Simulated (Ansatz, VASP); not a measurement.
## SiC: VASP beside Ansatz

```
CELL_PARAMETERS angstrom
0.00000 2.17805 2.17805
2.17805 0.00000 2.17805
2.17805 2.17805 0.00000
ATOMIC_POSITIONS crystal
Si 0.25000 0.25000 0.25000
C 0.00000 0.00000 0.00000
```

The cell is a database's computed one.

Alike in both runs: task single point; functional PBE; k mesh 10 × 10 × 10; occupations fermi-dirac, width 0.02 eV; no spin polarisation.

```csv
,VASP,Ansatz
version,VASP 6.6.1,Ansatz 0.2.0
potentials or method,"VASP PAW PBE potentials, release 64 (Si, C)","plane waves, PAW"
plane-wave cutoff (eV),520,420
valence electrons in the cell,8,8
```

|  | VASP | Ansatz | Ansatz less VASP |
| --- | --- | --- | --- |
| gap on the k mesh at the Fermi level (eV) | 1.36 | 1.36 | +0.003 |
| pressure (GPa) | 3.5 | 3.6 | +0.06 |

A k mesh can miss the band edges. A hybrid or GW would open this gap; PBE tends to underestimate it.
